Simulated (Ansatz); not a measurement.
## Pd and the effect of the pressure

The cell as given:

```cif
data_structure
_symmetry_space_group_name_H-M 'P 1'
_symmetry_Int_Tables_number 1
_cell_length_a 2.7528
_cell_length_b 2.7528
_cell_length_c 2.7528
_cell_angle_alpha 60.000
_cell_angle_beta 60.000
_cell_angle_gamma 60.000
_cell_volume 14.75
loop_
_atom_site_label
_atom_site_type_symbol
_atom_site_fract_x
_atom_site_fract_y
_atom_site_fract_z
_atom_site_occupancy
Pd1 Pd 0.00000 0.00000 0.00000 1
```

Kept alike: task relaxation of cell and atoms; functional PBEsol; k mesh 12 × 12 × 12; occupations fermi-dirac, width 0.05 eV; no spin polarisation. Program: Ansatz, all-electron LAPW, scalar-relativistic. The mesh is that of the run's cell of 1 atom. No spin-orbit coupling.

```csv
"pressure, P (GPa)",volume (Å³/atom)
0,14.530
5,14.204
10,13.916
20,13.432
30,13.034
```

The relaxations keep at least the cell's symmetry (Fm-3m). For a metal such a mesh leaves the last digits unconverged. The runs follow the start's structure, whether or not it is the stable one at these pressures.

The volume falls from 14.530 to 13.034 Å³/atom between 0 and 30 GPa. The volume falls ever more slowly, since the solid stiffens under load. At the pressures aimed at, which the runs meet within some tenths of a GPa, the step from 0 to 5 GPa gives a mean bulk modulus near 220 GPa, the last step 332 GPa.

The compression curve is smooth, with each successive interval stiffer than the last, and nothing in the volumes hints at an abrupt electronic or structural change along this branch. In palladium the equilibrium volume reflects a balance between the cohesive pull of the 4d bonds and the repulsion from sp electrons squeezed between the ion cores. With the d band nearly full, many antibonding states are occupied, so the extra d bonding gained on compression is limited, while the kinetic-energy and core-overlap repulsion climbs steeply. This accounts for the rise in the mean bulk modulus from near 220 GPa to 332 GPa.

The low-pressure value lies above the measured ambient modulus of palladium. Part of the excess comes from averaging over a finite pressure step, and the rest probably from slight overbinding by PBEsol and the absence of thermal softening. Compression should also broaden the d band and weaken palladium's well-known tendency towards ferromagnetism, but volumes alone can't test that.
